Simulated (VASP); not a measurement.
Write the native input for VASP 6.6.1 that does the following.

```yaml
Task: relaxation of cell and atoms
Functional: PBE
Dispersion: D3(BJ)
Potentials_or_basis: VASP PAW PBE potentials, release 64 (K_sv)
Cutoff: 600 eV
k_mesh: 10 × 10 × 10
Occupations: methfessel-paxton, width 0.1 eV
Spin: no spin polarisation
Further_INCAR_settings: ALGO = Normal; EDIFF = 1e-07; IBRION = 2; EDIFFG = -0.005; NSW = 90; ISIF = 3
```

The structure of K lies in POSCAR:

```
K                                       
1.0
   -2.5833500250      2.5833500250      2.5833500250
    2.5833500250     -2.5833500250      2.5833500250
    2.5833500250      2.5833500250     -2.5833500250
  K             
     1
Direct
     0.0000000000000000    0.0000000000000000    0.0000000000000000
```

These files were run (other wordings do the same):

INCAR

```
SYSTEM = K
PREC = Accurate ; ENCUT = 600
EDIFF = 1E-7 ; ISMEAR = 1
SIGMA = 0.1 ; LREAL = .FALSE.
LASPH = .TRUE. ; NELM = 80
ALGO = Normal ; ISIF = 3
LWAVE = .FALSE. ; LCHARG = .FALSE.
GGA = PE ; IVDW = 12
IBRION = 2 ; NSW = 90
EDIFFG = -0.005
```

KPOINTS

```
Automatic mesh
0
G
  10 10 10
  0 0 0
```

Potentials or basis: VASP PAW PBE potentials, release 64 (K_sv).

Run with:

```console
$ cat potpaw_PBE.64/K_sv/POTCAR > POTCAR
$ mpirun -np 1 vasp_std > vasp.out
```

It gave:

The pressure after relaxing is 0.0 GPa, the band gap on the k mesh is none (metal or under the smearing width) and the dispersion energy per atom is -0.121 eV.

Caveat: the relaxation stopped at its first step, so nothing moved; pairwise dispersion overbinds metals, which lowers pressure and volume.

It took 14 s on 1 thread of Intel(R) Xeon(R) Platinum 8488C (Sapphire Rapids), on a shared host, peak memory 0.21 GiB.
